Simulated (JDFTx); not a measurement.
Hf:

```
Hf
1.0
     0.00000    2.22000    2.22000
     2.22000    0.00000    2.22000
     2.22000    2.22000    0.00000
Hf
1
Direct
  0.00000 0.00000 0.00000
```

This isn't the form of Hf at room conditions, which is hcp.

A run of JDFTx 1.7.0 (patched build) on this cell left the log below. Logs are shortened: lines on timing, memory, paths and dates and some standing lists are left out, and cuts for length are marked.

```text
*************** JDFTx 1.7.0 (patched build) ***************

[... 9 lines left out ...]
---------- Initializing the Grid ----------
R =
[            0      4.19519      4.19519  ]
[      4.19519            0      4.19519  ]
[      4.19519      4.19519            0  ]
unit cell volume = 147.668
G =
[  -0.748856   0.748856   0.748856  ]
[   0.748856  -0.748856   0.748856  ]
[   0.748856   0.748856  -0.748856  ]
Minimum fftbox size, Smin = [  32  32  32  ]
Chosen fftbox size, S = [  32  32  32  ]

---------- Exchange Correlation functional ----------
Initalized PBE GGA exchange.
Initalized PBE GGA correlation.

---------- Setting up pseudopotentials ----------
Width of ionic core gaussian charges (only for fluid interactions / plotting) set to 0

Reading pseudopotential file 'pseudo/Hf.upf':
  'Hf' pseudopotential, 'PBE' functional
  Generated using ONCVPSP code by D. R. Hamann
  12 valence electrons, 4 orbitals, 8 projectors, 1001 radial grid points, with lMax = 3
    5S    l: 0   occupation:  2.0   eigenvalue: -2.462799
    5P    l: 1   occupation:  6.0   eigenvalue: -1.307320
    5D    l: 2   occupation:  2.0   eigenvalue: -0.098817
    6S    l: 0   occupation:  2.0   eigenvalue: -0.187732
  Core radius for overlap checks: 2.38 bohrs.

Initialized 1 species with 1 total atoms.

Folded 1 k-points by 10x10x10 to 1000 k-points.

---------- Setting up k-points, bands, fillings ----------
Reduced to 47 k-points under symmetry.
Computing the number of bands and number of electrons
Calculating initial fillings.
nElectrons:  12.000000   nBands: 11   nStates: 47

----- Setting up reduced wavefunction bases (one per k-point) -----
average nbasis = 1101.801 , ideal nbasis = 1101.480

---------- Setting up ewald sum ----------
Optimum gaussian width for ewald sums = 2.138721 bohr.
Real space sum over 2197 unit cells with max indices [  6  6  6  ]
Reciprocal space sum over 2197 terms with max indices [  6  6  6  ]

---------- Allocating electronic variables ----------
Initializing wave functions:  linear combination of atomic orbitals
Note: number of bands (11) exceeds available atomic orbitals (10)
Hf pseudo-atom occupations:   s ( 2 2 )  p ( 6 )  d ( 2 )
	FillingsUpdate:  mu: +0.564348905  nElectrons: 12.000000
LCAOMinimize: Iter:   0  F: -50.0605720526800937  |grad|_K:  7.691e-05  alpha:  1.000e+00
	FillingsUpdate:  mu: +0.564592581  nElectrons: 12.000000
LCAOMinimize: Iter:   1  F: -50.0605869740837335  |grad|_K:  2.653e-06  alpha:  8.873e-01  linmin: -1.074e-03  cgtest:  1.718e-02
	FillingsUpdate:  mu: +0.564589250  nElectrons: 12.000000
LCAOMinimize: Iter:   2  F: -50.0605869938641845  |grad|_K:  6.098e-08  alpha:  9.876e-01  linmin: -2.651e-03  cgtest:  3.724e-03
	FillingsUpdate:  mu: +0.564589419  nElectrons: 12.000000
LCAOMinimize: Iter:   3  F: -50.0605869938732226  |grad|_K:  3.348e-09  alpha:  9.035e-01  linmin: -3.017e-02  cgtest:  3.939e-01
LCAOMinimize: Encountered beta<0, resetting CG.
LCAOMinimize: Converged (|Delta F|<1.000000e-06 for 2 iters).

-------- Electronic minimization -----------
Will mix electronic density at each iteration.
	FillingsUpdate:  mu: +0.564589419  nElectrons: 12.000000
	FillingsUpdate:  mu: +0.550107880  nElectrons: 12.000000
SCF: Cycle:  0   F: -50.081999028744463   dF: -2.141e-02   |Residual|: 3.505e-02   |deigs|: 6.124e-02
	FillingsUpdate:  mu: +0.547327904  nElectrons: 12.000000
SCF: Cycle:  1   F: -50.082790901031672   dF: -7.919e-04   |Residual|: 1.827e-02   |deigs|: 8.511e-03
	FillingsUpdate:  mu: +0.544777777  nElectrons: 12.000000
SCF: Cycle:  2   F: -50.083002813855593   dF: -2.119e-04   |Residual|: 3.651e-03   |deigs|: 7.432e-03
	FillingsUpdate:  mu: +0.545238723  nElectrons: 12.000000
SCF: Cycle:  3   F: -50.083003953625550   dF: -1.140e-06   |Residual|: 1.791e-03   |deigs|: 1.665e-03
	FillingsUpdate:  mu: +0.545007325  nElectrons: 12.000000
SCF: Cycle:  4   F: -50.083006790191533   dF: -2.837e-06   |Residual|: 2.843e-04   |deigs|: 7.102e-04
	FillingsUpdate:  mu: +0.544944614  nElectrons: 12.000000
SCF: Cycle:  5   F: -50.083006751206561   dF: +3.898e-08   |Residual|: 4.613e-04   |deigs|: 2.465e-04
	FillingsUpdate:  mu: +0.544983138  nElectrons: 12.000000
SCF: Cycle:  6   F: -50.083006895920512   dF: -1.447e-07   |Residual|: 2.661e-05   |deigs|: 1.552e-04
	FillingsUpdate:  mu: +0.544981994  nElectrons: 12.000000
SCF: Cycle:  7   F: -50.083006896752721   dF: -8.322e-10   |Residual|: 4.013e-05   |deigs|: 1.235e-05
	FillingsUpdate:  mu: +0.544985922  nElectrons: 12.000000
SCF: Cycle:  8   F: -50.083006897435105   dF: -6.824e-10   |Residual|: 1.726e-05   |deigs|: 1.742e-05
SCF: Converged (|Delta E|<1.000000e-08 for 2 iters).

Setting wave functions to eigenvectors of Hamiltonian
Converging empty states (this may take a while): |deigs|: 6.491e-05

# Stress tensor in Cartesian coordinates [Eh/a0^3]:
[ -0.000106961            0            0  ]
[            0 -0.000106961            0  ]
[            0            0 -0.000106961  ]

# Ionic positions in lattice coordinates:
ion Hf   0.000000000000000   0.000000000000000   0.000000000000000 1

# Forces in Cartesian coordinates:
force Hf  -0.000000000000000   0.000000000000000  -0.000000000000000 1

# Energy components:
   Eewald =      -39.3438571578921312
       EH =        6.9675402718734896
     Eloc =      -27.0069755403356488
      Enl =        2.7280854679362769
      Exc =      -14.2643150177047993
 Exc_core =        6.3282708502657119
       KE =       14.5086498522754042
-------------------------------------
     Etot =      -50.0826012735816946
       TS =        0.0004056238534115
-------------------------------------
        F =      -50.0830068974351050

IonicMinimize: Iter:   0  F: -50.083006897435105  |grad|_K:  0.000e+00
IonicMinimize: Converged (|grad|_K<1.000000e-04).

#--- Lowdin population analysis ---
# oxidation-state Hf +0.069

Dumping 'run.eigStats' ...
	eMin: -1.721621 at state 0 ( [ +0.000000 +0.000000 +0.000000 ] spin 0 )
	HOMO: +0.544168 at state 3 ( [ +0.000000 +0.000000 +0.300000 ] spin 0 )
	mu  : +0.544983
	LUMO: +0.545950 at state 13 ( [ +0.000000 +0.100000 -0.200000 ] spin 0 )
	eMax: +1.089573 at state 15 ( [ +0.000000 +0.200000 +0.200000 ] spin 0 )
	HOMO-LUMO gap: +0.001782
	Optical gap  : +0.019431 at state 20 ( [ +0.000000 +0.200000 -0.300000 ] spin 0 )
Done!
```

Q: Write the input and the command behind it.

A: Single point with PBE, no spin polarisation. The files as run (others can give the same):

Hf.in
```
lattice \
    0.0000000000     4.1951919967     4.1951919967 \
    4.1951919967     0.0000000000     4.1951919967 \
    4.1951919967     4.1951919967     0.0000000000
coords-type Lattice
ion Hf     0.0000000000     0.0000000000     0.0000000000 1

ion-species pseudo/Hf.upf
elec-cutoff 29
elec-ex-corr gga-PBE
kpoint-folding 10 10 10
elec-smearing Fermi 0.0018374661
elec-n-bands 11
electronic-SCF nIterations 100 energyDiffThreshold 1e-08
electronic-minimize nIterations 30 energyDiffThreshold 1e-7
converge-empty-states yes
forces-output-coords Cartesian

dump-name run.$VAR
dump End Ecomponents EigStats BandEigs Kpoints Forces Stress ElecDensity Dtot KEdensity
```

Potentials or basis: PseudoDojo-SR-PBE-0.5-standard.
Run with:
```bash
$ jdftx -c 1 -i Hf.in -o Hf.out
```
